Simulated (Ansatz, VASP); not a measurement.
# One calculation of GaP, two programs

```
Ga P
1.0
     0.00000    2.76111    2.76111
     2.76111    0.00000    2.76111
     2.76111    2.76111    0.00000
Ga P
1 1
Direct
  0.00000 0.00000 0.00000
  0.75000 0.75000 0.75000
```

Change from the starting cell: volume scaled by 1.04.

Alike in both runs: task single point; functional PBEsol; k mesh 12 × 12 × 12; occupations fermi-dirac, width 0.08 eV; no spin polarisation.

|  | VASP | Ansatz |
| --- | --- | --- |
| version | VASP 6.6.1 | Ansatz 0.2.0 |
| potentials or method | VASP PAW PBE potentials, release 64 (Ga_d, P), cutoff 520 eV | all-electron LAPW, scalar-relativistic |

VASP gave:

* pressure (GPa): -3.6

Task: Estimate Ansatz's values.

Result: Pressure (GPa): -3.5.

Ansatz ran all-electron here, so the differences hold the error of VASP's frozen core and of both bases.

Caveats: the PAW data sets were made with another functional, which shifts forces and pressure a little (VASP). A k mesh can miss the band edges.
